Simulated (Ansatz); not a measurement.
# TaSi2 (P6_222) in Ansatz: further runs, part 2 of 2

Ansatz 0.2.0. The steps go on from the part before.

**3. Relaxation of cell and atoms, PBEsol**

input.yaml

```yaml
crystal:
  lattice:
    - [4.78, 0.0, 0.0]
    - [-2.39, 4.1396014301, 0.0]
    - [0.0, 0.0, 6.564]
  atoms:
    - { symbol: Ta, position: [0.0, 0.5, 0.1666666667] }
    - { symbol: Ta, position: [0.5, 0.5, 0.8333333333] }
    - { symbol: Ta, position: [0.5, 0.0, 0.5] }
    - { symbol: Si, position: [0.3333, 0.16665, 0.1666666667] }
    - { symbol: Si, position: [0.16665, 0.83335, 0.8333333333] }
    - { symbol: Si, position: [0.83335, 0.6667, 0.5] }
    - { symbol: Si, position: [0.6667, 0.83335, 0.1666666667] }
    - { symbol: Si, position: [0.83335, 0.16665, 0.8333333333] }
    - { symbol: Si, position: [0.16665, 0.3333, 0.5] }
kpoints:
  mp_grid: { grid: [6, 6, 3] }
scf:
  occupations: { method: fermi_dirac, width: 0.05 }
hamiltonian:
  xc: pbesol
  pseudopotentials: { kind: all_electron, lapw: { basis_error: 0.002 } }
output:
  forces: true
  stress: true
relax:
  f_tol: 0.02
  max_steps: 60
  cell: {}
```

Potentials or basis: all-electron LAPW, scalar-relativistic.

Launch:

```bash
> ansatz run input.yaml --threads 8 --pin off --max-ram 24576MiB --backend cpu --events-out ev --progress --plain --runs-dir out
```

What it wrote:

```text
Warning: RAYON_NUM_THREADS=8 ignored (pool sized by the plan → 8); use --threads N
The last accepted step is kept in <dir> (removed where the run ends without a failure and the disk answers)
LAPW: plane waves up to 8.062 Å⁻¹, error target 2.0e-3 eV per atom; small_component_spin mean_spin; Si in spheres of 1.092 Å, 12 of its electrons in bands, Dirac shells []; Ta in spheres of 1.417 Å, 37 of its electrons in bands, Dirac shells [] (how accurate: hamiltonian.pseudopotentials.lapw.basis_error, Limitations)
Engine: ansatz 0.2.0, x86_64-unknown-linux-gnu
Pseudopotentials: kind: all_electron
Pseudopotential: Ta, LAPW, valence charge 37, lapw/all_electron/scalar/gaussian/Ta, Koelling and Harmon's equation, gaussian nucleus
Pseudopotential: Si, LAPW, valence charge 12, lapw/all_electron/scalar/gaussian/Si, Koelling and Harmon's equation, gaussian nucleus
Functional definition: PBEsol
  exchange = pbesol_x
  correlation = pbesol_c
Crystal: 9 atoms, lattice volume = 129.884 Å³
Basis set: ecut = 247.60825522736903 eV, 1133 PW (Γ), exchange–correlation at level 2
Bands: 110, of which v1, the nominal top of the filled ones, is band 92 counted from 1 (91 counted from 0)
Symmetry: 12 space group operations
Space group: P6222 (ITA 180), of the structure as read, at distance tolerance 5.1e-5 Å
k-points: 14 of 108 (time reversal used)
Non-local potential: Ta, projectors of the file, none
Non-local potential: Si, projectors of the file, none
Initial density: superposition of atomic densities (chi_scale 0.1, normalization cell, long waves kept (reshape's long-wave potential 0.00 eV rms))
Initial wavefunctions: plane waves of lowest kinetic energy (no species holds an atomic orbital)
Functional: x = pbesol(κ = 0.804, μ = 0.12345679012345678), c = pbesol(β = 0.046)
iter 1 solved again at ethr=3.88e-4 eV; its pass at ethr=1.00e-1 eV (dr2=7.10e-1 eV) is discarded
SCF iter   1: F=—  HF=-1320603.568777 eV  |F-HF|=—  |Δ(HF+E_count)|=         —  Δρ=2.83e-2  dr2=7.13e-1  ethr=3.88e-4  ⟨swp⟩=2.0  Hψ=9842  notcnv=0
preconditioner: auto → Kerker (q_TF=auto, 2.889 Å⁻¹)  [metal: Δε(μ)=0.011 eV  Ē_g=15.959 eV  σ=0.050 eV  W_gap=0.06  n_scr=54 (ndim 8)  ℏωp=29.3 eV  f_vac=0.000  D(μ)=6.32/eV (n_scr^D=54)]
SCF iter   2: F=—  HF=-1320603.172153 eV  |F-HF|=—  |Δ(HF+E_count)|=   3.97e-1  Δρ=1.86e-2  dr2=5.19e-1  ethr=3.88e-4  ⟨swp⟩=2.1  Hψ=4608  notcnv=0  defer=1
SCF iter   3: F=—  HF=-1320603.043030 eV  |F-HF|=—  |Δ(HF+E_count)|=   1.29e-1  Δρ=1.18e-2  dr2=1.74e-1  ethr=2.84e-4  ⟨swp⟩=2.0  Hψ=4596  notcnv=0
SCF iter   4: F=—  HF=-1320602.982118 eV  |F-HF|=—  |Δ(HF+E_count)|=   6.09e-2  Δρ=3.76e-3  dr2=2.09e-2  ethr=9.54e-5  ⟨swp⟩=2.0  Hψ=4464  notcnv=0
SCF iter   5: F=—  HF=-1320602.977349 eV  |F-HF|=—  |Δ(HF+E_count)|=         —  Δρ=1.51e-3  dr2=3.00e-3  ethr=1.14e-5  ⟨swp⟩=2.0  Hψ=4357  notcnv=0
the basis was enlarged: its passes take 269.3 KiB over the memory plan, 8 of 8 planned eigensolver slots
iter 6 solved again at ethr=1.52e-7 eV; its pass at ethr=1.64e-6 eV (dr2=2.79e-4 eV) is discarded
SCF iter   6: F=—  HF=-1320602.975840 eV  |F-HF|=—  |Δ(HF+E_count)|=   1.51e-3  Δρ=4.34e-4  dr2=2.79e-4  ethr=1.52e-7  ⟨swp⟩=2.0  Hψ=7496  notcnv=0
SCF iter   7: F=—  HF=-1320602.975805 eV  |F-HF|=—  |Δ(HF+E_count)|=   3.48e-5  Δρ=1.67e-4  dr2=5.03e-5  ethr=1.52e-7  ⟨swp⟩=2.0  Hψ=4357  notcnv=0
SCF iter   8: F=—  HF=-1320602.975803 eV  |F-HF|=—  |Δ(HF+E_count)|=   2.36e-6  Δρ=4.31e-5  dr2=4.99e-6  ethr=2.75e-8  ⟨swp⟩=2.0  Hψ=4357  notcnv=0
SCF iter   9: F=—  HF=-1320602.975802 eV  |F-HF|=—  |Δ(HF+E_count)|=   9.10e-7  Δρ=1.07e-5  dr2=1.52e-7  ethr=2.73e-9  ⟨swp⟩=2.0  Hψ=4357  notcnv=0
SCF iter  10: F=-1320602.975802 eV  HF=-1320602.975802 eV  |F-HF|=2.63e-8  |Δ(HF+E_count)|=  4.66e-10  Δρ=3.01e-6  dr2=2.13e-8  ethr=8.31e-11  ⟨swp⟩=2.0  Hψ=4357  notcnv=0
SCF 1 converged in 10 iterations: F = -1320602.975802 eV  dr2 = 2.13e-8
relax step   1: F+E_penalty+E_count = -1320602.97580212 eV  Δ(F+E_penalty+E_count) = +0.000e0 eV  max|allowed force component| = 6.838e-1 eV/Å  Δτ_max = 0.0000 Å  P = -1.290 GPa  Ω = 129.884 Å³  (10 SCF iters, accepted)
Crystal: 9 atoms, lattice volume = 127.993 Å³
Basis set: ecut = 250.04150055288653 eV, 1133 PW (Γ), exchange–correlation at level 2
Initial density: handed on by an earlier stage of this run
Initial wavefunctions: those handed on with the density
iter 1 solved again at ethr=7.82e-5 eV; its pass at ethr=1.00e-1 eV (dr2=1.43e-1 eV) is discarded
SCF iter   1: F=—  HF=-1320603.140439 eV  |F-HF|=—  |Δ(HF+E_count)|=         —  Δρ=6.68e-3  dr2=1.41e-1  ethr=7.82e-5  ⟨swp⟩=3.9  Hψ=8055  notcnv=0
[... 41 lines left out ...]
SCF iter   2: F=—  HF=-1320603.109064 eV  |F-HF|=—  |Δ(HF+E_count)|=   5.01e-7  Δρ=1.23e-5  dr2=2.16e-7  ethr=8.59e-10  ⟨swp⟩=2.0  Hψ=4357  notcnv=0
SCF iter   3: F=—  HF=-1320603.109064 eV  |F-HF|=—  |Δ(HF+E_count)|=   4.47e-8  Δρ=8.43e-6  dr2=1.14e-7  ethr=1.18e-10  ⟨swp⟩=2.0  Hψ=4357  notcnv=0
SCF iter   4: F=-1320603.109064 eV  HF=-1320603.109064 eV  |F-HF|=2.49e-8  |Δ(HF+E_count)|=   3.45e-8  Δρ=3.70e-6  dr2=2.00e-8  ethr=6.21e-11  ⟨swp⟩=2.0  Hψ=4357  notcnv=0
SCF 5 converged in 4 iterations: F = -1320603.109064 eV  dr2 = 2.00e-8
relax step   5: F+E_penalty+E_count = -1320603.10906428 eV  Δ(F+E_penalty+E_count) = -2.781e-5 eV  max|allowed force component| = 1.594e-4 eV/Å  Δτ_max = 0.0000 Å  P = +0.001 GPa  Ω = 128.640 Å³  (4 SCF iters, accepted)
iter 1 solved again at ethr=8.47e-12 eV; its pass at ethr=1.00e-1 eV (dr2=1.55e-8 eV) is discarded
SCF iter   1: F=—  HF=-1320603.109069 eV  |F-HF|=—  |Δ(HF+E_count)|=         —  Δρ=3.52e-6  dr2=1.64e-8  ethr=1.99e-11 (applied; sched 8.47e-12)  ⟨swp⟩=4.5  Hψ=10195  notcnv=0  reapply=8
SCF iter   2: F=-1320603.109069 eV  HF=-1320603.109069 eV  |F-HF|=9.31e-10  |Δ(HF+E_count)|=   1.56e-7  Δρ=2.61e-6  dr2=1.07e-8  ethr=1.37e-11 (applied; sched 8.47e-12)  ⟨swp⟩=2.0  Hψ=4357  notcnv=0
SCF 6 converged in 2 iterations: F = -1320603.109069 eV  dr2 = 1.07e-8
relax step   6: F+E_penalty+E_count = -1320603.10906925 eV  Δ(F+E_penalty+E_count) = -4.966e-6 eV  max|allowed force component| = 1.469e-4 eV/Å  Δτ_max = 0.0000 Å  P = +0.001 GPa  Ω = 128.640 Å³  stress off target by 1.71e-3 GPa  SCF on the basis re-selected at this cell (its energy is not comparable with the rows above)  (2 SCF iters)
basis re-selected at this cell: Δ(F+E_penalty+E_count) = -4.966e-6 eV, ΔP = -0.000 GPa vs the last step (what re-selecting the basis moved, after the strain that the cell walked since its last selection, with what the two solves' SCF thresholds leave and, on support functions, any second-order correction that the steps lacked; it is no measure of the basis error at this ecutwfc). This SCF's stress stands 1.71e-3 GPa from its target on what of the cell is left free (relax.cell.stress_tol is 5.00e-2 GPa) and its largest allowed force component is 1.47e-4 eV/Å (relax.f_tol is 2.00e-2 eV/Å): within both
SCF converged after 2 iterations
Free energy (F): -1320603.109069 eV
Harris-Foulkes:  -1320603.109069 eV  (|F-HF|=9.31e-10)
Internal energy: -1320603.061537 eV  (E = F + TS)
E sigma→0 (E₀):  -1320603.085303 eV
Entropy (-TS):   -0.047532 eV (-5.281 meV/atom)
Fermi energy:    19.066361 eV
--- Per-component energies (eV) ---
  E_band       = -9885.333444
  E_kinetic    = 1468649.987164
  E_xc         = -28823.172650
  E_electrostatic = -2760429.876052  (all electrons and nuclei)
  E_smearing   = -0.047532  (= −TS)
  E_closure    = 0.000000  (closes the sum)
  E_atoms      = -1320531.993752  (free atoms, spherical and without spin; not in F)
  Σ components = -1320603.109069   (vs F -1320603.109069, Δ=0.00e0)
  Basis errors (estimates in eV, not in F): energy 7.1e-4 per atom: plane waves 6.5e-4 (3.5e-4 summed), levels above the bands 8.3e-54, relativity 3.9e-8, radial functions 5.7e-5, core shells 1.9e-6; eigenvalues (radial functions only) 8.5e-7; not estimated: angular momenta, meshes, grids; target (lapw.basis_error) 2.0e-3; muffin-tin radii Si 1.088 Å, Ta 1.413 Å
--- Forces (eV/Å), atoms counted from 1 ---
  atom   1  Ta     0.00000000    -0.00000000     0.00000000
  atom   2  Ta    -0.00000000     0.00000000    -0.00000000
  atom   3  Ta    -0.00000000    -0.00000000     0.00000000
  atom   4  Si    -0.00012726    -0.00007347     0.00000000
  atom   5  Si    -0.00012726     0.00007347    -0.00000000
  atom   6  Si    -0.00000000     0.00014695     0.00000000
  atom   7  Si     0.00012726     0.00007347     0.00000000
  atom   8  Si     0.00012726    -0.00007347    -0.00000000
  atom   9  Si     0.00000000    -0.00014695     0.00000000
  max |Σ_I F_I| component: 1.10e-17 eV/Å
--- Stress (GPa, compression-positive) ---
        0.000323      -0.000000       0.000000
       -0.000000       0.000323       0.000000
        0.000000      -0.000000       0.001712
  P = ⅓ Tr σ = 0.0008 GPa (0.008 kbar)
--- Relaxed structure (5 steps of the walk, 5 accepted, 1 SCFs on fresh bases) ---
  F+E_penalty+E_count = -1320603.10906925 eV   max|allowed force component| = 1.469e-4 eV/Å   (the final SCF, on the basis selected at the relaxed cell)
  cell:  # Å, volume = 128.6405 Å³
    - [4.7591292196555175, -2.4237553818498342e-33, -9.392052104668108e-34]
    - [-2.3795646098277587, 4.12152680411449, -4.00830916891671e-19]
    - [-2.2466386967256467e-33, -6.355815125942385e-19, 6.558311353710136]
  atoms:
    - { symbol: Ta, position: [2.7768426466434164e-17, 0.5, 0.16666666666666666] }
    - { symbol: Ta, position: [0.5, 0.5, 0.8333333333333335] }
    - { symbol: Ta, position: [0.49999999999999994, -9.094090192641289e-22, 0.5] }
    - { symbol: Si, position: [0.3190768211629992, 0.15953841058149965, 0.16666666666666666] }
    - { symbol: Si, position: [0.15953841058149965, 0.8404615894185005, 0.8333333333333335] }
    - { symbol: Si, position: [0.8404615894185002, 0.6809231788370006, 0.5] }
    - { symbol: Si, position: [0.6809231788370007, 0.8404615894185005, 0.16666666666666666] }
    - { symbol: Si, position: [0.8404615894185001, 0.15953841058149965, 0.8333333333333335] }
    - { symbol: Si, position: [0.15953841058149965, 0.3190768211629993, 0.5] }
```

It took 2 min on 8 threads of AMD EPYC (Zen 3), shared host; peak memory 1.2 GiB.

Results:

```
Free energy                            : -1320603.1091 eV
Relaxed volume                         : 14.29 Å³/atom
Relaxed cell                           : a = 4.759 Å, b = 4.759 Å, c = 6.558 Å, α = 90.00°, β = 90.00°, γ = 120.00°
Space group after relaxing (to 0.05 Å) : P6_222 (No. 180)
Energy gained by relaxing              : 14.8 meV/atom
Ionic steps                            : 6
Pressure after relaxing                : 0.0 GPa
```

Step by step:
```tsv
step	energy change (eV)	largest force (eV/Å)	volume (Å³)
1	0.0000	0.6838	129.88
2	-0.1175	0.1122	127.99
3	-0.1329	0.0058	128.90
4	-0.1332	0.0001	128.72
5	-0.1333	0.0002	128.64
6	-0.1333	0.0001	128.64
```

Final structure:
```
Ta Si
1.0
     4.75913    0.00000    0.00000
    -2.37956    4.12153    0.00000
     0.00000    0.00000    6.55831
Ta Si
3 6
Direct
  0.00000 0.50000 0.16667
  0.50000 0.50000 0.83333
  0.50000 0.00000 0.50000
  0.31908 0.15954 0.16667
  0.15954 0.84046 0.83333
  0.84046 0.68092 0.50000
  0.68092 0.84046 0.16667
  0.84046 0.15954 0.83333
  0.15954 0.31908 0.50000
```

Caveat: the k mesh is thin for a metal, which can move the energy by tens of meV per atom. Spin-orbit coupling is left out, which matters for the levels of Ta.

**4. Relaxation of cell and atoms, LDA**

input.yaml: that of step 3 with these lines changed.

```diff
@@ -20,3 +20,3 @@
 hamiltonian:
-  xc: pbesol
+  xc: lda
   pseudopotentials: { kind: all_electron, lapw: { basis_error: 0.002 } }
```

Launch:

```bash
> ansatz run input.yaml --threads 8 --pin off --max-ram 24576MiB --backend cpu --events-out ev --progress --plain --runs-dir out
```

Wall time 2.8 min (8 threads of AMD EPYC (Zen 3), shared host); peak memory 1.2 GiB.

The run converged. Its results:

```yaml
Free_energy: -1320155.1062 eV
Relaxed_volume: 14.04 Å³/atom
Relaxed_cell: a = 4.730 Å, b = 4.730 Å, c = 6.520 Å, α = 90.00°, β = 90.00°, γ = 120.00°
Space_group_after_relaxing_to_0.05_Å: P6_222 (No. 180)
Energy_gained_by_relaxing: 19.3 meV/atom
Ionic_steps: 5
Pressure_after_relaxing: 0.0 GPa
```

Step by step:
```csv
step,energy change (eV),largest force (eV/Å),volume (Å³)
1,0.0000,0.6368,129.88
2,-0.1406,0.0805,124.31
3,-0.1737,0.0178,126.57
4,-0.1741,0.0001,126.33
5,-0.1741,0.0001,126.33
```

Final structure:
```
CELL_PARAMETERS angstrom
4.73016 0.00000 0.00000
-2.36508 4.09644 0.00000
0.00000 0.00000 6.51968
ATOMIC_POSITIONS crystal
Ta 0.00000 0.50000 0.16667
Ta 0.50000 0.50000 0.83333
Ta 0.50000 0.00000 0.50000
Si 0.31934 0.15967 0.16667
Si 0.15967 0.84033 0.83333
Si 0.84033 0.68066 0.50000
Si 0.68066 0.84033 0.16667
Si 0.84033 0.15967 0.83333
Si 0.15967 0.31934 0.50000
```

Caveat: the k mesh is thin for a metal, which can move the energy by tens of meV per atom.

**5. Overview**

```csv
level,pressure (GPa),relaxed volume (Å³/atom)
PBE,0.0,14.66
PBEsol,0.0,14.29
LDA,0.0,14.04
```

Alike in all rows: task relaxation of cell and atoms; potentials or basis all-electron LAPW, scalar-relativistic; no spin polarisation; cell relaxed; k mesh 6 × 6 × 3; smearing fermi-dirac 0.05 eV; basis error allowed 0.002 eV/atom.

Caveats: the k mesh is thin for a metal, which can move the energy by tens of meV per atom.

Compare energies only between runs with the same functional and basis.
